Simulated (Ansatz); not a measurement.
# Ag: the cost of one run

Computed with Ansatz 0.2.0 (DFT PBEsol, scalar-relativistic, plane waves, PAW, unless a step's input says otherwise).

3 further runs of the same task are left out: 1 that didn't finish, 2 set aside as unsound or not needed.

### 1 The structure to begin with

The structure is cubic, space group Im-3m (No. 229). The conventional cell has a = 3.225 Å, b = 3.225 Å, c = 3.225 Å, α = 90.00°, β = 90.00°, γ = 90.00°. Ag (site symmetry m-3m) is surrounded by 8 Ag at 2.79 Å.

Structure file:

```
CELL_PARAMETERS angstrom
-3.22511 -3.22511 3.22511
-3.22511 3.22511 -3.22511
3.22511 -3.22511 -3.22511
ATOMIC_POSITIONS crystal
Ag 0.50000 0.50000 0.50000
Ag 0.00000 0.50000 0.50000
Ag 0.50000 0.00000 0.50000
Ag 0.00000 0.00000 0.50000
Ag 0.50000 0.50000 0.00000
Ag 0.00000 0.50000 0.00000
Ag 0.50000 0.00000 0.00000
Ag 0.00000 0.00000 0.00000
```

It goes back to an entry of the Materials Project, which need not be the stable form.

It is built from the cell relaxed beforehand with the same method (16.77 Å³/atom).

### 2 The reference: the undisturbed cell on the scan's mesh

input.yaml reads:

```yaml
crystal:
  lattice:
    - [-3.2251146547, -3.2251146547, 3.2251146547]
    - [-3.2251146547, 3.2251146547, -3.2251146547]
    - [3.2251146547, -3.2251146547, -3.2251146547]
  atoms:
    - { symbol: Ag, position: [0.5, 0.5, 0.5] }
    - { symbol: Ag, position: [0.0, 0.5, 0.5] }
    - { symbol: Ag, position: [0.5, 0.0, 0.5] }
    - { symbol: Ag, position: [0.0, 0.0, 0.5] }
    - { symbol: Ag, position: [0.5, 0.5, 0.0] }
    - { symbol: Ag, position: [0.0, 0.5, 0.0] }
    - { symbol: Ag, position: [0.5, 0.0, 0.0] }
    - { symbol: Ag, position: [0.0, 0.0, 0.0] }
basis:
  ecutwfc: 420
kpoints:
  mp_grid: { grid: [14, 14, 14] }
hamiltonian:
  xc: pbesol
scf:
  occupations: { method: gaussian, width: 0.15 }
output:
  forces: true
  stress: true
  eigenvalues: true
```

Launch:

```
ansatz run input.yaml --threads 2 --pin off --max-ram 5120MiB --backend cpu --events-out ev --progress --plain --runs-dir out
```

What time and memory should one allow on 2 threads of Intel Xeon 6975P-C (Granite Rapids), shared host?

About 14 s, with a peak of 1.1 GiB.
